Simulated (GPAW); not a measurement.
# Nb (Fm-3m) in GPAW: single point with PBE

Aim: the single point of Nb with PBE.

Program: GPAW 26.7.0. These are calculated values, not measurements. Logs are shortened: lines on timing, memory, paths and dates and some standing lists are left out, and cuts for length are marked. The log counts tension as positive stress, the text compression.

**1. The structure**

It takes space group Fm-3m (No. 225, cubic). The conventional cell has a = 4.230 Å, b = 4.230 Å, c = 4.230 Å, α = 90.00°, β = 90.00°, γ = 90.00°. Around Nb (site symmetry m-3m) lie 12 Nb at 2.99 Å.

This isn't the form of Nb at room conditions, which is bcc.

**2. Single point, PBE**

File run.py:

```python
from ase.dft.bandgap import bandgap
from ase.io import read, write
from ase.units import GPa
from gpaw import GPAW, PW

atoms = read('POSCAR')

calc = GPAW(mode=PW(700),
            xc='PBE',
            kpts={'size': (11, 11, 11), 'gamma': True},
            occupations={'name': 'fermi-dirac', 'width': 0.05},
            nbands=15,
            convergence={'density': 1e-05, 'energy': 1e-05},
            maxiter=100,
            txt='gpaw.txt')
atoms.calc = calc
energy = atoms.get_potential_energy()
forces = atoms.get_forces()
stress = atoms.get_stress()
calc.write('gs.gpw')
write('result.traj', atoms)
print(f'Energy: {energy:.6f} eV')
print('Forces (eV/A):')
print(forces.round(4))
print('Stress (GPa):', (stress / GPa).round(3))
print('Fermi level:', round(calc.get_fermi_level(), 4), 'eV')
print(f'Gap: {bandgap(calc)[0]:.4f} eV, direct: {bandgap(calc, direct=True)[0]:.4f} eV')
```

File POSCAR:

```
Nb
1.0
    0.0000000000      2.1150000000      2.1150000000
    2.1150000000      0.0000000000      2.1150000000
    2.1150000000      2.1150000000      0.0000000000
Nb
1
Direct
    0.0000000000      0.0000000000      0.0000000000
```

Potentials or basis: GPAW PAW data sets (gpaw-data 1.2.1), pw.

Command:

```
OMP_NUM_THREADS=1 python run.py
```

gpaw.txt:

```text
__  _  _
 | _ |_)|_||  |
 |__||  | ||/\| - 26.7.0

Input parameters:
  mode=PW(ecut=700.0),
  convergence={'density': 1e-05, 'energy': 1e-05},
  kpts=MonkhorstPack(size=(11, 11, 11), gamma=True),
  maxiter=100,
  nbands=15,
  occupations=Occupations(name='fermi-dirac', width=0.05),
  xc=XC(name='PBE')

Diagonalizing LCAO Hamiltonian
Converting LCAO to pw mode

       Nb

Atoms  # Å, Bohr magnetons
|   | symbol |        x |        y |        z |    initial magnetic moments |
|---|--------|----------|----------|----------|-----------------------------|
| 0 |     Nb | 0.000000 | 0.000000 | 0.000000 | ( 0.0000,  0.0000,  0.0000) |

Unit cell  # Å
| periodic |        x |        y |        z |  lengths |    angles |
|----------|----------|----------|----------|----------|-----------|
|      yes | 0.000000 | 2.115000 | 2.115000 | 2.991062 | 60.000000 |
|      yes | 2.115000 | 0.000000 | 2.115000 | 2.991062 | 60.000000 |
|      yes | 2.115000 | 2.115000 | 0.000000 | 2.991062 | 60.000000 |

Number of symmetries: 48
Symmetry operations  # r_c * U_cc + t_c -> r_c
|    | kind |            matrix            |
|----|------|------------------------------|
|  0 |  σ   |  1, 0, 0,  1, 0,-1,  1,-1, 0 |
|  1 |  C2  |  1, 0, 0,  1,-1, 0,  1, 0,-1 |
|  2 |  E   |  1, 0, 0,  0, 1, 0,  0, 0, 1 |
|  3 |  σ   |  1, 0, 0,  0, 0, 1,  0, 1, 0 |
|  4 |  C4  |  1, 0,-1,  1, 0, 0,  1,-1, 0 |
|  5 |  S6  |  1, 0,-1,  1,-1, 0,  1, 0, 0 |
|  6 |  σ   |  1, 0,-1,  0, 1,-1,  0, 0,-1 |
|  7 |  C3  |  1, 0,-1,  0, 0,-1,  0, 1,-1 |
|  8 |  S6  |  1,-1, 0,  1, 0, 0,  1, 0,-1 |
|  9 |  C4  |  1,-1, 0,  1, 0,-1,  1, 0, 0 |
| 10 |  C3  |  1,-1, 0,  0,-1, 1,  0,-1, 0 |
| 11 |  σ   |  1,-1, 0,  0,-1, 0,  0,-1, 1 |
| 12 |  σ   |  0, 1, 0,  1, 0, 0,  0, 0, 1 |
| 13 |  C4  |  0, 1, 0,  0, 1,-1, -1, 1, 0 |
| 14 |  C3  |  0, 1, 0,  0, 0, 1,  1, 0, 0 |
| 15 |  S6  |  0, 1, 0, -1, 1, 0,  0, 1,-1 |
| 16 |  C2  |  0, 1,-1,  1, 0,-1,  0, 0,-1 |
| 17 |  σ   |  0, 1,-1,  0, 1, 0, -1, 1, 0 |
| 18 |  S4  |  0, 1,-1,  0, 0,-1,  1, 0,-1 |
| 19 |  C4  |  0, 1,-1, -1, 1, 0,  0, 1, 0 |
| 20 |  C3  |  0, 0, 1,  1, 0, 0,  0, 1, 0 |
| 21 |  σ   |  0, 0, 1,  0, 1, 0,  1, 0, 0 |
| 22 |  S6  |  0, 0, 1,  0,-1, 1, -1, 0, 1 |
| 23 |  C4  |  0, 0, 1, -1, 0, 1,  0,-1, 1 |
| 24 |  S4  |  0, 0,-1,  1, 0,-1,  0, 1,-1 |
| 25 |  C3  |  0, 0,-1,  0, 1,-1,  1, 0,-1 |
| 26 |  C2  |  0, 0,-1,  0,-1, 0, -1, 0, 0 |
| 27 |  S6  |  0, 0,-1, -1, 0, 0,  0,-1, 0 |
| 28 |  S4  |  0,-1, 1,  1,-1, 0,  0,-1, 0 |
| 29 |  C4  |  0,-1, 1,  0, 0, 1, -1, 0, 1 |
| 30 |  C2  |  0,-1, 1,  0,-1, 0,  1,-1, 0 |
| 31 |  σ   |  0,-1, 1, -1, 0, 1,  0, 0, 1 |
| 32 |  C3  |  0,-1, 0,  1,-1, 0,  0,-1, 1 |
| 33 |  S6  |  0,-1, 0,  0, 0,-1, -1, 0, 0 |
| 34 |  S4  |  0,-1, 0,  0,-1, 1,  1,-1, 0 |
| 35 |  C2  |  0,-1, 0, -1, 0, 0,  0, 0,-1 |
| 36 |  C2  | -1, 1, 0,  0, 1, 0,  0, 1,-1 |
| 37 |  S6  | -1, 1, 0,  0, 1,-1,  0, 1, 0 |
| 38 |  S4  | -1, 1, 0, -1, 0, 1, -1, 0, 0 |
| 39 |  C3  | -1, 1, 0, -1, 0, 0, -1, 0, 1 |
| 40 |  S6  | -1, 0, 1,  0, 0, 1,  0,-1, 1 |
| 41 |  C2  | -1, 0, 1,  0,-1, 1,  0, 0, 1 |
| 42 |  C3  | -1, 0, 1, -1, 1, 0, -1, 0, 0 |
| 43 |  S4  | -1, 0, 1, -1, 0, 0, -1, 1, 0 |
| 44 |  C2  | -1, 0, 0,  0, 0,-1,  0,-1, 0 |
| 45 |  i   | -1, 0, 0,  0,-1, 0,  0, 0,-1 |
| 46 |  σ   | -1, 0, 0, -1, 1, 0, -1, 0, 1 |
| 47 |  C2  | -1, 0, 0, -1, 0, 1, -1, 1, 0 |

BZ-sampling:
  Number of BZ points: 1331
  Number of IBZ points: 56

  Monkhorst-Pack size: [11, 11, 11]
  Monkhorst-Pack shift: [0, 0, 0]

K-points  # in reciprocal-cell coordinates
|     |                                coordinates |     weight |
|-----|--------------------------------------------|------------|
|   0 | (  0.00000000,   0.00000000,   0.00000000) | 0.00075131 |
|   1 | (  0.09090909,   0.09090909,   0.00000000) | 0.00450789 |
|   2 | (  0.09090909,   0.09090909,   0.09090909) | 0.00601052 |
|   3 | (  0.18181818,   0.09090909,   0.09090909) | 0.00901578 |
|   4 | (  0.18181818,   0.18181818,   0.00000000) | 0.00450789 |
|   5 | (  0.18181818,   0.18181818,   0.09090909) | 0.01803156 |
|   6 | (  0.18181818,   0.18181818,   0.18181818) | 0.00601052 |
|   7 | (  0.27272727,   0.18181818,   0.09090909) | 0.01803156 |
|   8 | (  0.27272727,   0.18181818,   0.18181818) | 0.01803156 |
|   9 | (  0.27272727,   0.27272727,   0.00000000) | 0.00450789 |
| ... |                                            |            |
|  55 | (  0.45454545,   0.45454545,   0.45454545) | 0.00601052 |

Plane wave coefficients: 821
Cutoff: 700.0 eV

Spin-components: 1 (collinear spins)
Bands:           15
Projectors:      6
Spin-degeneracy: 2
Datatype:        complex128

Parallelization:
  kpt:    1
  domain: 1
  band:   1

Density:
  Valence electrons: 13.0
  Components: 1
  Grid points: [20 20 20]
  Charge: 0.0  # |e|

Potential:
  Grid points: [20 20 20]

species:
  Nb:
    name:    Niobium
    Z:       41.0
    valence: 13
    core:    28
    charge:  0.0  # [|e|]
    compensation charges:
      type: gauss
      rc: 0.40  # [Å]
      lmax: 2
    cutoffs:
      filter: 2.35  # [Å]
      core: 1.51  # [Å]
    projectors
    | kind |    occ | energy [eV] | rcut [Å] |
    |------|--------|-------------|----------|
    |   4s |  2.000 |     -58.361 |    1.323 |
    |   5s |  1.000 |      -3.980 |    1.323 |
    |   4p |  6.000 |     -34.526 |    1.323 |
    |   5p |  0.000 |      -1.111 |    1.323 |
    |   4d |  4.000 |      -3.041 |    1.244 |
    |    d |        |      24.171 |    1.244 |

    Using partial waves for Nb as LCAO basis

Reference energy: -103906.147789  # eV

eigensolver:
  PPCG
  Converge bands: occupied
  niter=2

density mixing:
  MSR1-Mixer
  Pratt-step length: 0.05
  Maximum mixing coefficient: 0.75
  Old densities: 10
  SVD Regularization: 0.005
  Good broyden scale: 1.0
  Trust region scale: 1.0
  Backstep threshold: 4.0
  History deletion threshold: 6.0
  Fourier metric: weight=20.0, sigma=0.015

occupation numbers:
  Fermi-Dirac:
    width: 0.0500  # eV

poisson solver:
  ecut: 5600.0  # eV

xc functional:
  name: PBE with 2 nearest neighbor stencil

convergence criteria:
- Maximum integral of absolute [dens]ity change: 1e-05 electrons / valence electron
- Maximum [total energy] change in last 3 cyles: 1e-05 eV / valence electron
- Maximum integral of absolute [eigenst]ate change: 4e-08 eV^2 / valence electron
maximum number of iterations: 100

SCF iterations
|iter     | |      energy | eigst |  dens |
|---------|-|-------------|-------|-------|
|iter:   1| |  -10.683938 | +0.03 |       |
|iter:   2| |  -10.571566 | -2.59 | -0.99 |
|iter:   3| |  -10.032173 | -1.51 | -1.03 |
|iter:   4| |  -10.031484 | -3.05 | -1.78 |
|iter:   5| |  -10.032005 | -4.22 | -2.14 |
|iter:   6| |  -10.032010 | -6.03 | -3.55 |
|iter:   7| |  -10.032011c| -7.04 | -3.97 |
|iter:   8| |  -10.032011c| -8.54c| -5.37c|

Converged in 8 steps
Energy contributions relative to reference atoms: (reference = -103906.147789)

Energy contributions:
  Kinetic:          -2.372350
  Coulomb:          -2.572638
  Zero:             -0.039020
  External:          0.000000
  Xc:               -5.042060
  Entropy:          -0.011886
  Spinorbit:         0.000000
  ----------------------------
  Free energy:     -10.037954
  Extrapolated:    -10.032011

dipole moment: (-15.483481, -15.483481, -15.483481)  # |e|*Ang

Fermi level: 11.037
Eigenvalues  # (at kpt = [0.000, 0.000, 0.000])
| band index |      eig [eV] | occ [0-2] |
|------------|---------------|-----------|
|          0 |       -43.778 |     2.000 |
|          1 |       -19.234 |     2.000 |
|          2 |       -19.234 |     2.000 |
|          3 |       -19.234 |     2.000 |
|          4 |         4.852 |     2.000 |
|          5 |        11.128 |     0.279 |
|          6 |        11.128 |     0.279 |
|          7 |        11.128 |     0.279 |
|          8 |        13.683 |     0.000 |
|          9 |        13.683 |     0.000 |
|         10 |        22.968 |     0.000 |
|         11 |        27.806 |     0.000 |
|         12 |        27.806 |     0.000 |
|        ... |               |           |
|         14 |        31.948 |     0.000 |

No gap
No difference between direct/indirect transitions

Forces  # eV/Ang
|       x |        y |        z |
|---------|----------|----------|
| 0.00000 | -0.00000 | -0.00000 |  # Nb   0

Stress tensor  # eV/Ang^3
|         x |         y |         z |
|-----------|-----------|-----------|
|  0.015512 |  0.000000 | -0.000000 |
|  0.000000 |  0.015512 | -0.000000 |
| -0.000000 | -0.000000 |  0.015512 |

# Writing to gs.gpw (mode='')
```

It took 9 s on 1 thread of Arm Neoverse V2, shared host; peak memory 0.15 GiB.

What came out:

```yaml
Free_energy: -10.0380 eV
Pressure: -2.5 GPa
Band_gap_on_the_k_mesh: none (metal or under the smearing width)
```
